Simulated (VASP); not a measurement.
Se: optical spectrum with PBE

The system is Se.

```xyz
3
Lattice="4.0647 0.0000 0.0000 -2.0323 3.5201 0.0000 0.0000 0.0000 5.1337" Properties=species:S:1:pos:R:3 pbc="T T T"
Se    1.0070    0.0000    1.7112
Se   -0.5035    0.8721    3.4225
Se    1.5288    2.6480    0.0000
```

```yaml
Program: VASP 6.6.1
Task: optical spectrum
Functional: PBE
Potentials_or_basis: VASP PAW PBE potentials, release 64 (Se)
Cutoff: 520 eV
k_mesh: 9 × 9 × 6
Occupations: gaussian, width 0.03 eV
Spin: no spin polarisation
Further_INCAR_settings: ALGO = Normal; EDIFF = 1e-07; NBANDS = 41
```

| Quantity | Value |
| --- | --- |
| Pressure | 2.5 GPa |
| Band gap on the k mesh | 0.51 eV, direct |

Levels at points of the mesh, in eV from the valence-band top:
```tsv
k point	band 6	band 7	band 8	band 9	band 10	band 11	band 12	band 13
(0.00, 0.00, 0.00)	-3.42	-1.85	-1.85	-0.52	1.47	1.47	2.07	6.42
(0.00, 0.00, 0.50)	-3.08	-1.37	-1.33	-1.33	0.94	0.97	0.97	5.69
```

Dielectric function (mean over the directions given):
| energy (eV) | real part | imaginary part |
| --- | --- | --- |
| 0.27 | 27.59 | 0.00 |
| 0.76 | 22.74 | 0.00 |
| 1.26 | 34.18 | 21.65 |
| 1.75 | 13.12 | 16.30 |
| 2.29 | 23.45 | 43.49 |
| 2.78 | -5.89 | 11.97 |
| 3.28 | -10.97 | 33.80 |
| 3.77 | -8.59 | 7.41 |
| 4.31 | -4.84 | 6.83 |
| 4.81 | -2.45 | 4.49 |
| 5.30 | -1.10 | 2.36 |
| 5.79 | -1.29 | 3.73 |
| 6.33 | -0.01 | 3.95 |
| 6.83 | -0.12 | 4.40 |
| 7.32 | 0.43 | 2.09 |
| 7.81 | 0.25 | 2.45 |
| 8.35 | -0.10 | 2.33 |
| 8.85 | -0.48 | 2.81 |
| 9.34 | -2.33 | 4.96 |
| 9.83 | -1.04 | 4.86 |
| 10.38 | -1.65 | 3.30 |
| 10.87 | -1.70 | 2.06 |
| 11.36 | -1.57 | 2.58 |
| 11.85 | -1.10 | 2.40 |
| 12.40 | -1.61 | 1.92 |
| 12.89 | -1.01 | 1.67 |
| 13.38 | -0.95 | 1.39 |
| 13.87 | -0.90 | 0.82 |
| 14.42 | -0.82 | 1.05 |
| 14.91 | -0.66 | 0.70 |
| 15.40 | -0.40 | 0.61 |
| 15.89 | -0.42 | 0.89 |
| 16.44 | -0.28 | 0.74 |
| 16.93 | -0.35 | 0.79 |
| 17.42 | -0.35 | 0.53 |
| 17.91 | -0.28 | 0.33 |
| 18.46 | -0.20 | 0.29 |
| 18.95 | -0.15 | 0.28 |
| 19.44 | -0.10 | 0.28 |
| 19.99 | 0.00 | 0.26 |

Run time: 63 s on 2 MPI ranks on Intel(R) Xeon(R) Platinum 8488C (Sapphire Rapids), on a shared host, peak memory 0.31 GiB a rank.

Caveat: spectra need much finer meshes, so this one isn't converged; independent-particle spectra lack excitons; an odd mesh through Γ misses points on the zone boundary, where band edges often lie. As with any semilocal functional, this PBE gap is likely too small.
